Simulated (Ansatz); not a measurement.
SnSe (P4/nmm), random displacements

Theory: Ansatz, DFT r2SCAN, scalar-relativistic, plane waves, PAW. Settings: plane waves to 500 eV, k-mesh 6×6×4 (Γ-centred), Gaussian smearing 0.05 eV. No spin polarisation. Energies are free energies at this smearing, counted from the undisturbed cell; pressure is positive in compression.

Zero of the scan (as given, not relaxed at this level; this form isn't the usual structure):

```
Sn Se
1.0
     4.28533    0.00000    0.00000
     0.00000    4.28533    0.00000
     0.00000    0.00000   10.99069
Sn Se
2 2
Direct
  0.50000 0.00000 0.37223
  0.00000 0.50000 0.62777
  0.50000 0.00000 0.61604
  0.00000 0.50000 0.38396
```

The cell holds layers and no dispersion correction was added, so their binding is poorly described.

The atoms are displaced (Å, in the unstrained cell):

| atom | ux | uy | uz |
| --- | --- | --- | --- |
| Sn1 | -0.317 | -0.325 | -0.015 |
| Sn2 | 0.057 | 0.194 | -0.138 |
| Se3 | 0.367 | 0.102 | 0.036 |
| Se4 | -0.107 | 0.029 | 0.117 |

Strain (Voigt, engineering shear): (-0.0687, 0.0533, 0.0058, 0.0779, 0.0640, 0.0845).

Question: What are the energy change, the stress and the forces?

Answer: ΔE = 226.8 meV/atom; stress (xx, yy, zz, yz, xz, xy; compression positive) (3.05, 2.38, 3.52, -0.93, -1.36, -2.24) GPa; gap on the mesh 0.38 eV.
| atom | Fx (eV/Å) | Fy | Fz |
| --- | --- | --- | --- |
| Sn1 | 0.44 | 0.70 | 0.10 |
| Sn2 | 0.33 | -0.44 | 2.34 |
| Se3 | -0.97 | 0.04 | -0.48 |
| Se4 | 0.20 | -0.29 | -1.96 |

Cost: 1 run of about 1.3 core-minutes, on Arm Neoverse V2 (shared hosts).